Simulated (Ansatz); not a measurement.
Computed with Ansatz on PBE0-D4/def2-TZVP structures; ΔE is electronic, products minus reactants. CCSD(T)/CBS adds triple-zeta CCSD(T) − MP2 to the extrapolated MP2 energy (def2 sets, frozen cores). DFT in def2-TZVPP. For Ge outer-core shells are correlated without core-valence functions, which leaves a few kJ/mol of doubt a bond. Scalar relativity is left out up to krypton. One conformer a species, not always the lowest.

Reaction (cleavage of the Si–Si bond): `[SiH3][SiH2][GeH2][SiH3]` + `N=C(N)O` → `N=C(N)O[SiH3]` + `[SiH3][GeH2][SiH3]`

```json
{"level": "revPBE-D4", "ΔE (kJ/mol)": "-50.2"}
{"level": "PBE0", "ΔE (kJ/mol)": "-55.2"}
{"level": "RPA@PBE/def2-TZVPP", "ΔE (kJ/mol)": "-73.9"}
{"level": "HF/CBS(def2)", "ΔE (kJ/mol)": "-96.2"}
```

Problem. What does CCSD(T)/CBS give? (An estimate is asked.)

Solution. The calculation gave: -71.4 kJ/mol. The listed levels differ from it by 21.2, 16.2, -2.5, -24.8 kJ/mol.

Largest T1 diagnostic among the species: 0.013.

At CCSD(T), def2-SVP lies +8.2 kJ/mol from the extrapolated value and def2-TZVPP −0.2 kJ/mol. Leaving LDA and LC-ωPBE aside and taking each functional with its dispersion term where it has one, the values, not all of them listed here, spread over 30.3 kJ/mol, from BHLYP-D4 to PBE-D4. LDA lies −3.8 kJ/mol from PBE without D4. From BLYP to BHLYP (50 % exact exchange), in def2-TZVPP and without D4, ΔE moves by −12.1 kJ/mol.

CCSD(T)/CBS has its own doubt, a few kJ/mol and more with outer-core shells, so smaller differences from it don't rank the levels.
